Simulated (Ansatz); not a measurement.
The system is TePt.

```xyz
4
Lattice="1.9816 1.1441 6.6610 -1.9816 1.1441 6.6610 0.0000 -2.2881 6.6610" Properties=species:S:1:pos:R:3 pbc="T T T"
Pt    0.0000    0.0000    2.5911
Pt    0.0000    0.0000   17.3920
Te    0.0000    0.0000    8.0332
Te    0.0000    0.0000   11.9499
```

Base run:

* Program: Ansatz 0.2.0
* Functional: PBEsol
* Potentials or basis: Ansatz PAW
* Cutoff: 420 eV
* Density cutoff: 1680 eV
* k mesh: 8 × 8 × 8
* Occupations: fermi-dirac, width 0.05 eV
* Spin: no spin polarisation
* Hubbard terms: Pt d U = 5 eV

Its results: band gap on the k mesh none (metal or under the smearing width); pressure -0.2 GPa; largest force 0.151 eV/Å.

Problem. After a change of settings the same cell gave: band gap on the k mesh none (metal or under the smearing width); pressure 0.3 GPa; largest force 0.220 eV/Å. Which change was it?
A. functional from PBEsol to LDA; hubbard terms from Pt d U = 5 eV to none; hubbard projectors from ortho-atomic (the default) to none
B. hubbard terms from Pt d U = 5 eV to Pt d U = 8 eV
C. functional from PBEsol to r2SCAN; cutoff from 420 eV to 500 eV; density cutoff from 1680 eV to 2000 eV; hubbard terms from Pt d U = 5 eV to none; hubbard projectors from ortho-atomic (the default) to none

Solution. B.

Caveats: U without spin polarisation on a metal has little footing; the PAW data sets come from PBE, with cores solved anew for the run's functional, which leaves a small shift of forces and pressure; the U is typed as a test and isn't derived for this compound.

Not every run made on this cell is shown here.
